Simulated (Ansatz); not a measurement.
Start from `CC(C)(C)[O][Ga]([F])[Cl]` and change one atom or group to get `CC(C)(C)O`.

Ansatz, PBE0-D4/def2-TZVP geometries, multiplicity 1. Each molecule was computed in one conformer, which needn't be the lowest.

Scalar relativity is left out up to krypton.

```json
{"property": "size of the dipole moment (B3LYP/def2-TZVPP) / D", "`CC(C)(C)[O][Ga]([F])[Cl]`": "2.21"}
{"property": "HOMO energy (PBE/def2-TZVPP) / eV", "`CC(C)(C)[O][Ga]([F])[Cl]`": "-6.93"}
{"property": "HOMO–LUMO gap (PBE/def2-TZVPP) / eV", "`CC(C)(C)[O][Ga]([F])[Cl]`": "4.61"}
{"property": "HOMO energy (ωB97M-V/def2-TZVPP) / eV", "`CC(C)(C)[O][Ga]([F])[Cl]`": "-10.80"}
{"property": "LUMO energy (ωB97M-V/def2-TZVPP) / eV", "`CC(C)(C)[O][Ga]([F])[Cl]`": "0.55"}
{"property": "HOMO–LUMO gap (ωB97M-V/def2-TZVPP) / eV", "`CC(C)(C)[O][Ga]([F])[Cl]`": "11.35"}
```

Q: What does the change do to each property? (Best estimate.)

A: The calculation gave: 
```tsv
property	`CC(C)(C)O`	shift
size of the dipole moment (B3LYP/def2-TZVPP) / D	1.53	-0.68
HOMO energy (PBE/def2-TZVPP) / eV	-6.10	0.83
HOMO–LUMO gap (PBE/def2-TZVPP) / eV	6.11	1.50
HOMO energy (ωB97M-V/def2-TZVPP) / eV	-10.19	0.61
LUMO energy (ωB97M-V/def2-TZVPP) / eV	2.25	1.70
HOMO–LUMO gap (ωB97M-V/def2-TZVPP) / eV	12.44	1.09
```

With PBE0 the HOMO rises by 0.68 eV and the LUMO rises by 2.18 eV, so the gap widens by about 1.50 eV. PBE moves the HOMO by 0.83 eV and ωB97M-V by 0.61 eV. Dipoles are sizes alone; their direction can turn.

B3LYP here is the variant with VWN-RPA as its local correlation; programs differ in this.

Positive LUMOs are unbound, so they and the gaps depend on the basis.
